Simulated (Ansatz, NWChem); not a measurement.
## CHF3 (trifluoromethane): from total energies to a heat of formation

CHF3 has 5 atoms, charge 0, and is taken as a singlet. As SMILES, `FC(F)F`. Geometry: relaxed at PBE0-D4/def2-TZVP.

Total energies at PBE/def2-SVPD (NWChem 7.3.0); the atoms run unrestricted:

| species | state | energy (Eh) |
| --- | --- | --- |
| CHF3 | singlet | -337.682513 |
| F | doublet | -99.553934 |
| C | triplet | -37.752188 |
| H | doublet | -0.498629 |

Harmonic wavenumbers at PBE0-D4/def2-TZVP, in cm⁻¹: 510, 510, 708, 1159, 1180, 1180, 1397, 1397, 3131.

Measured heats of formation of the gaseous atoms at 298.15 K, in kJ/mol: F 79.4, C 716.9, H 218.0. Spin-orbit lowering of the atoms at 298 K (mean of the ground term's levels less their thermal mean, from spectra), in kJ/mol: F 1.29, C 0.02. Take 1 Eh = 2625.50 kJ/mol, 1 cm⁻¹ = 0.0119627 kJ/mol, RT = 2.479 kJ/mol.

Task: What heat of formation follows?

Result: 
1. Electronic atomisation energy: 3 × (-99.553934) + (-37.752188) + (-0.498629) − (-337.682513) = 0.769894 Eh = 2021.4 kJ/mol.
2. Zero-point energy: half the sum of the wavenumbers, 5586 cm⁻¹ = 66.8 kJ/mol.
3. Thermal vibrational enthalpy, Σ hcν̃/(exp(hcν̃/kT) − 1): 1.6 kJ/mol. Translation, rotation and pV of a non-linear molecule: 4 RT = 9.9 kJ/mol.
4. The 5 free atoms carry 5/2 RT each: 31.0 kJ/mol.
5. Spin-orbit coupling lowers the free atoms by 3 × 1.29 + 0.02 = 3.9 kJ/mol.
6. Atomisation enthalpy at 298 K: 2021.4 − 3.9 − 66.8 − 1.6 − 9.9 + 31.0 = 1970.2 kJ/mol.
7. Sum of the atoms' heats of formation: 1173.1 kJ/mol. Heat of formation: 1173.1 − 1970.2 = -797.1 kJ/mol.

The tabulated value is -695.9 kJ/mol (Active Thermochemical Tables), so this level is off by -101.3 kJ/mol, or 5.4 % of the atomisation enthalpy that the table implies (1868.8 kJ/mol). Gradient-corrected functionals often overbind somewhat. Anharmonicity and any spin-orbit splitting of the molecule are left out.
